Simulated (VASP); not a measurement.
# LiH (Pm-3m) in VASP: single point with HSE06

Aim: the single point of LiH with HSE06.

Everything below comes from runs of VASP 6.6.1. Logs are shortened: lines on timing, memory, paths and dates and some standing lists are left out, and cuts for length are marked.

## Step 1: The crystal as given

Symmetry: Pm-3m, No. 221, cubic system. The conventional cell has a = 2.502 Å, b = 2.502 Å, c = 2.502 Å, α = 90.00°, β = 90.00°, γ = 90.00°. Around Li (site symmetry m-3m) lie 8 H at 2.17 Å. H (site symmetry m-3m) is surrounded by 8 Li at 2.17 Å.

The cell was built by a generator and needn't be a form met in nature.

## Step 2: Single point, HSE06

Contents of POSCAR:

```
LiH
1.0
    2.5016587112      0.0000000000      0.0000000000
    0.0000000000      2.5016587112      0.0000000000
    0.0000000000      0.0000000000      2.5016587112
Li H
1 1
Direct
    0.0000000000      0.0000000000      0.0000000000
    0.5000000000      0.5000000000      0.5000000000
```

Contents of INCAR.step1:

```
  PREC = Accurate
  ENCUT = 520
  EDIFF = 1E-5
  ISMEAR = 0
  SIGMA = 0.01
  LREAL = False
  LASPH = True
  NELM = 100
  ALGO = Normal
  ISIF = 2
  LWAVE = True
  LCHARG = False
  GGA = PE
  NBANDS = 9
```

Contents of INCAR.step2:

```
  PREC = Accurate
  ENCUT = 520
  EDIFF = 1E-6
  ISMEAR = 0
  SIGMA = 0.01
  LREAL = False
  LASPH = True
  NELM = 100
  ALGO = Normal
  ISIF = 2
  LWAVE = False
  LCHARG = False
  GGA = PE
  LHFCALC = True
  HFSCREEN = 0.2079
  PRECFOCK = Normal
  ISTART = 1
  NBANDS = 9
```

Contents of KPOINTS:

```
Automatic mesh
0
Gamma
  6 6 6
```

Potentials or basis: VASP PAW PBE potentials, release 64 (Li_sv, H).

Command:

```
> cat potpaw_PBE.64/Li_sv/POTCAR potpaw_PBE.64/H/POTCAR > POTCAR
> cp INCAR.step1 INCAR
> mpirun -np 1 vasp_std > vasp.out
> cp INCAR.step2 INCAR
> mpirun -np 1 vasp_std > vasp.out
```

OUTCAR:

```text
PREC = Accurate
   ENCUT = 520
   EDIFF = 1E-6
   ISMEAR = 0
   LREAL = False
   LASPH = True
   NELM = 100
   ISIF = 2
   GGA = PE
   LHFCALC = True
   HFSCREEN = 0.2079
   PRECFOCK = Normal
   ISTART = 1

 ion  position               nearest neighbor table
   1  0.000  0.000  0.000-
   2  0.500  0.500  0.500-

  LATTYP: Found a simple cubic cell.
 ALAT       =     2.5016587112

  Lattice vectors:

 A1 = (   2.5016587112,   0.0000000000,   0.0000000000)
 A2 = (   0.0000000000,   2.5016587112,   0.0000000000)
 A3 = (   0.0000000000,   0.0000000000,   2.5016587112)

Analysis of symmetry for initial positions (statically):
=====================================================================
 Subroutine PRICEL returns:
 Original cell was already a primitive cell.

 Routine SETGRP: Setting up the symmetry group for a
 simple cubic supercell.

 Subroutine GETGRP returns: Found 48 space group operations
 (whereof 48 operations were pure point group operations)
 out of a pool of 48 trial point group operations.

The static configuration has the point symmetry O_h .

Analysis of symmetry for dynamics (positions and initial velocities):
=====================================================================
 Subroutine PRICEL returns:
 Original cell was already a primitive cell.

 Routine SETGRP: Setting up the symmetry group for a
 simple cubic supercell.

 Subroutine GETGRP returns: Found 48 space group operations
 (whereof 48 operations were pure point group operations)
 out of a pool of 48 trial point group operations.

The dynamic configuration has the point symmetry O_h .

 Subroutine INISYM returns: Found 48 space group operations
 (whereof 48 operations are pure point group operations),
 and found     1 'primitive' translations

----------------------------------------------------------------------------------------

                                     Primitive cell

  volume of cell :      15.6561

  direct lattice vectors                    reciprocal lattice vectors
     2.501658711  0.000000000  0.000000000     0.399734782  0.000000000  0.000000000
     0.000000000  2.501658711  0.000000000     0.000000000  0.399734782  0.000000000
     0.000000000  0.000000000  2.501658711     0.000000000  0.000000000  0.399734782

  length of vectors
[... 88 lines left out ...]
   NELECT =       4.0000    total number of electrons
   NUPDOWN=      -1.0000    fix difference up-down
   EMIN   =  10.00;   EMAX   =-10.00  energy-range for DOS
   EFERMI =   0.00;   METHOD = LEGACY
   ISMEAR =     0;   SIGMA  =   0.01  broadening in eV -4-tet -1-fermi 0-gaus
   EFERMI_NEDOS =   21; number of points for ismear=-14 and -15
   IALGO  =     38    algorithm
   IMIX   =      1    mixing-type and parameters
     AMIX     =   0.40;   BMIX     =  1.00
     AMIX_MAG =   1.60;   BMIX_MAG =  1.00
  volume/ion in A,a.u.               =       7.83        52.83
  Fermi-wavevector in a.u.,A,eV,Ry     =   1.038804  1.963054 14.682222  1.079113
  Thomas-Fermi vector in A             =   2.173305
   LORBIT       =      0    0 simple, 1 ext, 2 COOP (PROOUT), +10 PAW based schemes
   GGA     = PE    functional components
   LHFCALC =     T    Hartree Fock is set to
   PRECFOCK=normal    Normal, Fast or Accurate (Low or Medium for compatibility)
   ENCUT4O =  -1.0   cutoff for four orbital integrals eV
   NKREDX  =     1    reduce k-point grid by
   NKREDY  =     1    reduce k-point grid by
   NKREDZ  =     1    reduce k-point grid by
   AEXX    =    0.2500 exact exchange contribution
   HFSCREEN=    0.2079 screening length (either q_TF or 0.3 A-1)
   HFSCREENC=   0.2079 screening length for correlation (either q_TF or 0.3 A-1)
   ENCUTFOCK=  -1.0 apply spherical cutoff to Coloumb kernel
   IVDW    =     0    specifies the selected vdW correction
   LEPSILON=     F    determine dielectric tensor
   LRPA    =     F    only Hartree local field effects (RPA)
 non-spin polarized calculation
 Gauss-broadening in eV      SIGMA  =   0.01
  energy-cutoff  :      520.00
  volume of cell :       15.66
 maximum number of plane-waves:       437
 NGX is ok and might be reduce to    20
  NGX = 14; NGY = 14; NGZ = 14

 number of electron       4.0000011 magnetization

 Free energy of the ion-electron system (eV)
  ---------------------------------------------------
  ext. energy  EPLUGINS =         0.00000000
  ---------------------------------------------------
  free energy    TOTEN  =        -6.29463302 eV

  energy without entropy =       -6.29463302  energy(sigma->0) =       -6.29463302

 E-fermi :   3.3714     XC(G=0):  -7.2340

 val. band max:        3.1884690014   @ k =   0.5000   0.5000   0.5000
 cond. band min:       4.6214782322   @ k =   0.5000   0.0000   0.0000
 fundamental gap:      1.4330092309
 Fermi energy:         3.3713618388

 k-point     1 :       0.0000    0.0000    0.0000
  band No.  band energies     occupation
      1     -48.2859      2.00000
      2      -6.6038      2.00000
      3      16.3243      0.00000
      4      16.3243      0.00000
      5      16.3243      0.00000
      6      17.3017      0.00000
      7      19.3846      0.00000
      8      19.3846      0.00000
      9      36.3822      0.00000
[... 217 lines left out ...]
 k-point    20 :       0.5000    0.5000    0.5000
  band No.  band energies     occupation
      1     -48.1385      2.00000
      2       3.1885      2.00000
      3      10.6432      0.00000
      4      10.6432      0.00000
      5      10.6432      0.00000
      6      12.9052      0.00000
      7      12.9052      0.00000
      8      12.9052      0.00000
      9      26.2553      0.00000

------------------------ aborting loop because EDIFF is reached ----------------------------------------

  FORCE on cell =-STRESS in cart. coord.  units (eV):
  Direction    XX          YY          ZZ          XY          YZ          ZX
  --------------------------------------------------------------------------------------
  -------------------------------------------------------------------------------------
  Total       -0.0346795     -0.0346795     -0.0346795      0.0000000     -0.0000000      0.0000000
  in kB       -3.5489477     -3.5489477     -3.5489477      0.0000000     -0.0000000      0.0000000
  external PRESSURE =      -3.5489477 kB  Pullay stress =       0.0000000 kB

 VOLUME and BASIS-vectors are now :
 -----------------------------------------------------------------------------
  energy-cutoff  :      520.00
  volume of cell :       15.66
      direct lattice vectors                 reciprocal lattice vectors
     2.501658711  0.000000000  0.000000000     0.399734782  0.000000000  0.000000000
     0.000000000  2.501658711  0.000000000     0.000000000  0.399734782  0.000000000
     0.000000000  0.000000000  2.501658711     0.000000000  0.000000000  0.399734782

 POSITION                                       TOTAL-FORCE (eV/Angst)
 -----------------------------------------------------------------------------------
      0.00000      0.00000      0.00000         0.000000      0.000000      0.000000
      1.25083      1.25083      1.25083         0.000000      0.000000      0.000000
 -----------------------------------------------------------------------------------
    total drift:                                0.000001      0.000001      0.000001

  FREE ENERGIE OF THE ION-ELECTRON SYSTEM (eV)
  ---------------------------------------------------
  free  energy   TOTEN  =        -6.2946330151 eV

  energy  without entropy=       -6.2946330151  energy(sigma->0) =       -6.29463302
```

Run time: 24 s. Hardware: 1 thread of Intel Xeon Platinum 8559C (Emerald Rapids), shared host; peak memory 0.22 GiB.

What came out:

```
Free energy            : -6.2946 eV
Band gap on the k mesh : 1.43 eV, indirect (least direct gap 5.27 eV)
```

Caveat: the cutoff is under 1.25 times the usual one of these potentials, so pressure, stress and relaxed cells hold a basis-set (Pulay) error; the PAW data sets were made with another functional, which shifts forces and pressure a little.
